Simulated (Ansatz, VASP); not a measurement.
# BN in VASP and in Ansatz

```xyz
2
Lattice="0.0000 3.3905 2.2311 1.2141 0.0000 2.2311 1.2141 3.3905 0.0000" Properties=species:S:1:pos:R:3 pbc="T T T"
B     1.2141    3.3905    0.0002
N     1.2141    3.3905    2.9747
```

Change from the starting cell: strain -0.030 along x and y, +0.030 along z, atoms carried along.

Alike in both runs: task single point; functional PBE; dispersion D3(BJ); k mesh 12 × 12 × 12; occupations gaussian, width 0.05 eV; no spin polarisation.

|  | VASP | Ansatz |
| --- | --- | --- |
| version | VASP 6.6.1 | Ansatz 0.2.0 |
| potentials or method | VASP PAW PBE potentials, release 64 (B, N) | scalar-relativistic, plane waves, PAW |
| plane-wave cutoff (eV) | 520 | 420 |
| valence electrons in the cell | 8 | 8 |

```tsv
	VASP	Ansatz	Ansatz less VASP
gap on the k mesh at the Fermi level (eV)	3.46	3.47	+0.008
least direct gap on the mesh (eV)	4.63	4.64	+0.003
pressure (GPa)	2.1	2.0	-0.07
largest component of the traceless stress (GPa)	23.46	23.29	-0.170
rms of the force components (eV/Å)	0.375	0.374	-0.0009
```

Atom by atom the forces differ by 0.001 eV/Å (rms over components).

A k mesh can miss the band edges.
